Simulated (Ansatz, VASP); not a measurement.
**One calculation of Zr, two programs**

POSCAR

```
Zr
1.0
    0.0000000000      2.1874114473      2.1874114473
    2.1874114473      0.0000000000      2.1874114473
    2.1874114473      2.1874114473      0.0000000000
Zr
1
Direct
    0.0000000000      0.0000000000      0.0000000000
```

INCAR.step1

```
SYSTEM = Zr
ALGO = Normal
EDIFF = 1E-4
ENCUT = 600
GGA = PE
ISMEAR = 0
LASPH = .TRUE.
LCHARG = .FALSE.
LREAL = .FALSE.
LWAVE = .TRUE.
NELM = 100
PREC = Accurate
SIGMA = 0.1
```

File INCAR.step2:

```
SYSTEM = Zr
ALGO = Normal
EDIFF = 1E-6
EDIFFG = -0.05
ENCUT = 600
IBRION = 2
ISIF = 3
ISMEAR = 0
ISTART = 1
LASPH = .TRUE.
LCHARG = .FALSE.
LMIXTAU = .TRUE.
LREAL = .FALSE.
LWAVE = .FALSE.
METAGGA = R2SCAN
NELM = 100
NSW = 80
PREC = Accurate
SIGMA = 0.1
```

File KPOINTS:

```
k-points
0
G
  8 8 8
  0 0 0
```

Input for Ansatz:

```yaml
crystal:
  lattice:
    - [0.0, 2.1874114493, 2.1874114493]
    - [2.1874114493, 0.0, 2.1874114493]
    - [2.1874114493, 2.1874114493, 0.0]
  atoms:
    - { symbol: Zr, position: [0.0, 0.0, 0.0] }
basis:
  ecutwfc: 500
kpoints:
  mp_grid: { grid: [8, 8, 8] }
hamiltonian:
  xc: r2scan
scf:
  occupations: { method: gaussian, width: 0.1 }
output:
  forces: true
  stress: true
  eigenvalues: true
relax:
  adjacent_minimum: "off"
  f_tol: 0.05
  max_steps: 60
  cell: { stress_tol: 0.5 }
```

Alike in both runs: task relaxation of cell and atoms; functional r2SCAN; k mesh 8 × 8 × 8; occupations gaussian, width 0.1 eV; no spin polarisation.

```csv
,VASP,Ansatz
version,VASP 6.6.1,Ansatz 0.2.0
potentials or method,"VASP PAW PBE potentials, release 64 (Zr_sv)","scalar-relativistic, plane waves, PAW"
plane-wave cutoff (eV),600,500
valence electrons in the cell,12,12
```

Ansatz gave:

```
gap on the k mesh at the Fermi level, each at its own relaxed structure (eV) : none
relaxed volume (Å³/atom)                                                     : 23.18
relaxed cell length with the largest relative difference (Å)                 : 3.200
energy change over the relaxation (meV/atom)                                 : -72
```

Which values does VASP return?

gap on the k mesh at the Fermi level, each at its own relaxed structure (eV): none; relaxed volume (Å³/atom): 23.24; relaxed cell length with the largest relative difference (Å): 3.203; energy change over the relaxation (meV/atom): -73.

A gap of «none» marks a metal or a gap that the smearing closes.

Caveats: the PAW data sets were made with another functional, which shifts forces and pressure a little (VASP). Zero-point motion and thermal expansion aren't in these numbers.
